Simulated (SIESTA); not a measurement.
Crystal: Ga2O3.

```
Ga O
1.0
     6.10700   -1.51855    0.00000
     6.10700    1.51855    0.00000
    -1.38599    0.00000    5.63001
Ga O
4 6
Cartesian
  3.2184 0.0000 3.8621
  7.6096 0.0000 1.7679
  10.8240 0.0000 1.1564
  0.0041 0.0000 4.4736
  5.1267 0.0000 4.1853
  5.7013 0.0000 1.4447
  9.4919 0.0000 2.4592
  1.3361 0.0000 3.1708
  8.9710 0.0000 5.0118
  1.8570 0.0000 0.6182
```

Base run:

```yaml
Program: SIESTA 5.4.2
Functional: PBE
Potentials_or_basis: PseudoDojo 0.4 standard (PBE files)
Basis: DZ (energy shift 0.01 Ry)
Grid_cutoff: 800 Ry
Energy_shift: 0.01 Ry
k_mesh: 6 × 6 × 4
Occupations: fermi-dirac, width 0.05 eV
Spin: no spin polarisation
```

Its results: band gap on the k mesh 2.27 eV, indirect (least direct gap 2.31 eV); pressure 13.8 GPa; largest force 0.459 eV/Å.

Task: The run is repeated on the same cell with these changes: basis from DZ (energy shift 0.01 Ry) to TZP (energy shift 0.01 Ry). What comes out?

Result: Band gap on the k mesh 2.33 eV, direct; pressure 11.1 GPa; largest force 0.392 eV/Å.

Caveats: semicore shells carry a single zeta, which can move pressures by several GPa and volumes by a few percent; the basis of atomic orbitals isn't converged, which shifts pressures, moduli and gaps; the basis has no polarisation orbitals (some runs).
